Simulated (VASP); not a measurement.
# W: relaxation of cell and atoms with PBE

W:

```
CELL_PARAMETERS angstrom
-1.59264 1.59264 1.59264
1.59264 -1.59264 1.59264
1.59264 1.59264 -1.59264
ATOMIC_POSITIONS crystal
W 0.00000 0.00000 0.00000
```

```yaml
Program: VASP 6.6.1
Task: relaxation of cell and atoms
Functional: PBE
Potentials_or_basis: VASP PAW PBE potentials, release 64 (W_sv)
Cutoff: 520 eV
k_mesh: 18 × 18 × 18
Occupations: gaussian, width 0.1 eV
Spin: no spin polarisation
Further_INCAR_settings: ALGO = Normal; EDIFF = 1e-07; AMIX = 0.2; IBRION = 2; EDIFFG = -0.002; NSW = 80; ISIF = 3
```

```yaml
Pressure_after_relaxing: 0.0 GPa
Band_gap_on_the_k_mesh: none (metal or under the smearing width)
```

Final structure:
```
W
1.0
    -1.59264    1.59264    1.59264
     1.59264   -1.59264    1.59264
     1.59264    1.59264   -1.59264
W
1
Direct
  0.00000 0.00000 0.00000
```

Levels at points of the mesh, in eV from the Fermi level:
```
           k point  band 5  band 6  band 7  band 8  band 9  band 10
(0.00, 0.00, 0.00)   -9.53   -1.19   -1.19   -1.19    2.22     2.22
(0.50, 0.00, 0.00)   -6.15   -3.47    0.61    2.10    3.06     5.99
(0.50, 0.50, 0.50)   -5.68   -5.68    5.03    5.03    5.03     8.09
```

Wall time 20 s on 1 thread of Intel(R) Xeon(R) Platinum 8488C (Sapphire Rapids) (shared host), peak memory 0.17 GiB.

Caveat: the relaxation stopped at its first step, so nothing moved. The run has no spin-orbit coupling, so splittings on W are missing.
